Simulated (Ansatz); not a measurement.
# SiO2: the cost of one run

Computed with Ansatz 0.2.0 (DFT r2SCAN, scalar-relativistic, plane waves, PAW, unless a step's input says otherwise).

## Step 1: The structure to begin with

Symmetry: Fddd, No. 70, orthorhombic system. Conventional cell: a = 4.719 Å, b = 9.433 Å, c = 14.726 Å, α = 90.00°, β = 90.00°, γ = 90.00°. Si (site symmetry 2) is surrounded by 4 O at 1.60 to 1.62 Å. O (site symmetry -1) is surrounded by 2 Si at 1.60 Å. Around O (site symmetry 2) lie 2 Si at 1.62 Å.

As a file:

```xyz
12
Lattice="0.0000 4.7163 7.3628 2.3596 0.0000 7.3628 2.3596 4.7163 0.0000" Properties=species:S:1:pos:R:3 pbc="T T T"
Si    3.5394    7.0744    8.2939
Si    2.3596    4.7163    4.6125
Si    2.3596    4.7163   10.1131
Si    3.5394    7.0744   13.7944
O     1.7697    5.8953    5.5221
O     1.7697    3.5372    9.2035
O     2.9495    5.8953    9.2035
O     2.9495    3.5372    5.5221
O     2.3596    1.7597    7.3628
O     2.3596    7.6728    7.3628
O     1.1798    4.1179    3.6814
O     1.1798    0.5984    3.6814
```

The structure comes from the Materials Project (structure only).

## Step 2: A change within the space group

What differs from the listed cell: strain xx, yy, zz, yz, xz, xy = +4.0, +5.8, +1.9, +0.0, +0.0, +0.0 %; atoms moved by 0.25 Å root mean square, at most 0.43 Å.

The input, input.yaml:

```yaml
crystal:
  lattice:
    - [0.0, 4.9890454212, 7.5004592709]
    - [2.4529256768, 0.0, 7.5004592709]
    - [2.4529256768, 4.9890454212, 0.0]
  atoms:
    - { symbol: Si, position: [0.5343610273, 0.5343610273, 0.9656389727] }
    - { symbol: Si, position: [0.2843610273, 0.2843610273, 0.7156389727] }
    - { symbol: Si, position: [0.7156389727, 0.7156389727, 0.2843610273] }
    - { symbol: Si, position: [0.9656389727, 0.9656389727, 0.5343610273] }
    - { symbol: O, position: [0.625, 0.125, 0.625] }
    - { symbol: O, position: [0.625, 0.625, 0.125] }
    - { symbol: O, position: [0.625, 0.625, 0.625] }
    - { symbol: O, position: [0.125, 0.625, 0.625] }
    - { symbol: O, position: [0.1952812754, 0.8047187246, 0.1952812754] }
    - { symbol: O, position: [0.8047187246, 0.1952812754, 0.8047187246] }
    - { symbol: O, position: [0.4452812754, 0.0547187246, 0.4452812754] }
    - { symbol: O, position: [0.0547187246, 0.4452812754, 0.0547187246] }
basis:
  ecutwfc: 500
kpoints:
  mp_grid: { grid: [6, 6, 6] }
hamiltonian:
  xc: r2scan
scf:
  occupations: { method: gaussian, width: 0.02 }
output:
  forces: true
  stress: true
  eigenvalues: true
  populations: true
```

On the command line:

```bash
$ ansatz run input.yaml --threads 2 --pin off --max-ram 3584MiB --backend cpu --events-out ev --progress --plain --runs-dir out
```

Q: Estimate wall time and peak memory on 2 threads of Intel Xeon 6975P-C (Granite Rapids), shared host.

About 23 s, with a peak of 1.5 GiB.
